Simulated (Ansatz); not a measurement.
An Ansatz (an electronic-structure program) run: SrF2 with a change (uniaxial stress, 8 GPa tension along z); plane-wave PAW DFT at the PBE level (Ansatz, 420 eV), no spin-orbit coupling.

Input:

Ansatz 0.2 input:
```yaml
crystal:
  lattice:
    - [0, 2.9286374593, 2.9286374593]
    - [2.9286374593, 0, 2.9286374593]
    - [2.9286374593, 2.9286374593, 0]
  atoms:
    - { symbol: Sr, position: [0, 0, 0] }
    - { symbol: F, position: [0.25, 0.25, 0.25] }
    - { symbol: F, position: [0.75, 0.75, 0.75] }
basis: { ecutwfc: 420, ecutrho_ratio: 4, xc_grid: 2, fft_grid_basis: typed }
kpoints: { mp_grid: { grid: [10, 10, 10] } }
hamiltonian:
  xc: pbe
  dispersion: none
  pseudopotentials: { kind: paw }
scf: { occupations: { method: fermi_dirac, width: 0.05 } }
relax: { f_tol: 0.005, max_steps: 50, cell: { stress_tol: 0.01, sigma_target: [0, 0, -8, 0, 0, 0] } }
output: { forces: true, stress: true }
checkpoint: { write: state.ck, write_every: 1000 }
```

Output (explanatory and most iteration lines left out):

```
Relaxation: its limit of steps is 50 (relax.max_steps)
Pseudopotential: Sr, paw, valence charge 10
Pseudopotential: F, paw, valence charge 7
Crystal: 3 atoms, lattice volume = 50.237 Å³
Basis set: ecut = 420 eV, 941 PW (Γ), exchange–correlation on 60×60×60 points (8 copies of the dense FFT grid, shifted against one another)
Bands: 16, of which v1, the nominal top of the filled ones, is band 12 counted from 1 (11 counted from 0)
Symmetry: 16 space group operations
k-points: 102 of 1000
Functional: x = pbe(κ = 0.804, μ = 0.2195149727645171), c = pbe(β = 0.06672455060314922)
SCF iter   1: F=—  HF=-5167.200963 eV  |F-HF|=—  |Δ(HF+E_count)|=         —  Δρ=4.66e-4  dr2=8.22e-5  ethr=1.77e-3  ⟨swp⟩=9.1  Hψ=11007  notcnv=0
SCF iter   2: F=—  HF=-5167.202533 eV  |F-HF|=—  |Δ(HF+E_count)|=   1.57e-3  Δρ=6.61e-4  dr2=1.44e-4  ethr=3.42e-7  ⟨swp⟩=3.5  Hψ=4996  notcnv=0
SCF 1 converged in 7 iterations: F = -5167.202585 eV  dr2 = 3.82e-8
relax step   1: F+E_penalty+E_count = -5167.20258458 eV  Δ(F+E_penalty+E_count) = +0.000e0 eV  max|allowed force component| = 2.313e-18 eV/Å  Δτ_max = 0.0000 Å  P = -0.004 GPa  Ω = 50.237 Å³  (7 SCF iters, dr2 threshold 1.00e-7 eV, accepted)
[... steps on the carried basis left out ...]
relax step  11: F+E_penalty+E_count = -5167.09832062 eV  Δ(F+E_penalty+E_count) = -3.122e-5 eV  max|allowed force component| = 2.082e-17 eV/Å  Δτ_max = 0.0000 Å  P = -2.667 GPa  Ω = 52.479 Å³  stress off target by 6.79e-3 GPa  SCF on the basis re-selected at this cell (its energy is not comparable with the rows above)  (7 SCF iters)
SCF converged after 7 iterations
Free energy (F): -5167.098321 eV
Internal energy: -5167.098321 eV  (E = F + TS)
E sigma→0 (E₀):  -5167.098321 eV
Fermi energy:    5.924612 eV
--- Forces (eV/Å), atoms counted from 1 ---
  atom   1  Sr     0.00000000     0.00000000    -0.00000000
  atom   2  F      0.00000000     0.00000000    -0.00000000
  atom   3  F     -0.00000000    -0.00000000     0.00000000
--- Stress (GPa, compression-positive) ---
       -0.004153       0.000000      -0.000000
        0.000000      -0.004153      -0.000000
       -0.000000      -0.000000      -7.993208
  P = ⅓ Tr σ = -2.6672 GPa (-26.672 kbar)
--- Relaxed structure (8 steps of the walk, 8 accepted, 3 SCFs on fresh bases) ---
  cell:  # Å, volume = 52.4788 Å³
    - [0.0, 2.873691271166142, 3.1774130450093754]
    - [2.873691271166142, -3.1918899736673584e-87, 3.1774130450093754]
    - [2.873691271166142, 2.873691271166142, -3.1918899736673584e-87]
  atoms:
    - { symbol: Sr, position: [1.2587253749939405e-34, -9.059397596895164e-35, -7.244092974454923e-35] }
    - { symbol: F, position: [0.24999999999999997, 0.24999999999999997, 0.25] }
    - { symbol: F, position: [0.7500000000000001, 0.7500000000000001, 0.7500000000000001] }
```

Load acts through the strain it causes; cell and atoms are relaxed under it. sigma_target is in GPa, compression positive, in the order xx, yy, zz, yz, xz, xy. Beyond what the load breaks, stability against distortions was not tested. The cell was made from SrF2 in the fluorite structure (space group Fm-3m, No. 225) by this change: uniaxial stress, 8 GPa tension along z.
